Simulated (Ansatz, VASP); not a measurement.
# Two plane-wave programs on AlP

```
Al P
1.0
     0.00000    2.73517    2.73517
     2.73517    0.00000    2.73517
     2.73517    2.73517    0.00000
Al P
1 1
Direct
  0.00000 0.00000 0.00000
  0.75000 0.75000 0.75000
```

Alike in both runs: functional PBEsol; k mesh 8 × 8 × 8; no spin polarisation.

Ansatz relaxed the structure, and its values are those at the end. VASP's run is a single point on that final structure, the one shown.

|  | VASP | Ansatz |
| --- | --- | --- |
| version | VASP 6.6.1 | Ansatz 0.2.0 |
| potentials or method | VASP PAW PBE potentials, release 64 (Al, P) | scalar-relativistic, plane waves, PAW |
| plane-wave cutoff (eV) | 520 | 420 |
| occupations | gaussian, width 0.01 eV | fixed |
| valence electrons in the cell | 8 | 8 |

```tsv
	VASP	Ansatz	Ansatz less VASP
gap on the k mesh at the Fermi level (eV)	1.45	1.45	+0.003
least direct gap on the mesh (eV)	3.16	3.15	-0.006
pressure (GPa)	0.0	0.0	-0.03
```

Caveats: the PAW data sets were made with another functional, which shifts forces and pressure a little (VASP). A k mesh can miss the band edges.
